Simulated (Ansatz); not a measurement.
LiI: uniaxial strain ε_zz = −0.74 %

Base system: LiI in the rock salt structure (space group Fm-3m, No. 225; a = 6.018 Å). Axes: x, y, z lie along the cube axes.

Modification: the cell is compressed by 0.74 % along z with no lateral relaxation; the atoms relax in the strained cell.

All numbers come from Kohn–Sham DFT with the r2SCAN functional, run in Ansatz (a quantum-chemistry and plane-wave program) with PAW and 500 eV plane waves, without spin-orbit coupling. Γ-centred 10×10×10 mesh, Fermi–Dirac width 0.05 eV.

- Volume per atom: 27.04 Å³ (base 27.25 Å³)
- Space group: I4/mmm (No. 139) (base Fm-3m (No. 225))
- Shortest interatomic distance: 298.7 pm (base 300.9 pm)
- Energy relative to the base (free energy F): +0.2 meV/atom
- Pressure (mean of the normal stresses, compression positive): 0.17 GPa (base 0.01 GPa)
- Band gap: 4.99 eV (base 5.00 eV)
- Gap character: indirect, Γ → M
- Smallest direct gap: 5.16 eV (base 5.13 eV)
- Electron mass: 0.81 mₑ along k, 0.46 mₑ across (at X) (base 0.81 mₑ along k, 0.46 mₑ across (at X))
- Valley order (the lowest conduction-band minima on the path, energy above the VBM, named in the base's zone): X along [001] 4.99 eV; X along [100] 5.01 eV; Γ 5.16 eV; L along [1-11] 5.29 eV (base X along ⟨100⟩ 5.00 eV; Γ 5.13 eV; L along ⟨111⟩ 5.29 eV)
- Stress (xx, yy, zz, yz, xz, xy; compression positive): (0.11, 0.11, 0.28, 0.00, 0.00, 0.00) GPa

Final structure:

```
LiI
1.0
    0.00000     3.00909     2.98683
    3.00909     0.00000     2.98683
    3.00909     3.00909     0.00000
I Li
1 1
Direct
  0.00000   0.00000   0.00000
  0.50000   0.50000   0.50000
```

Cost of the whole job for the changed cell (relaxation, final SCF and bands): about 40 core-seconds (a rough figure).

Spin-orbit coupling, missing from the scalar runs, can matter with I. Effective masses come from finite differences of ±0.01 Å⁻¹. Along k means along the line from Γ to the band edge. Stability against distortions was not tested. k-point labels follow each cell's own Brillouin zone.
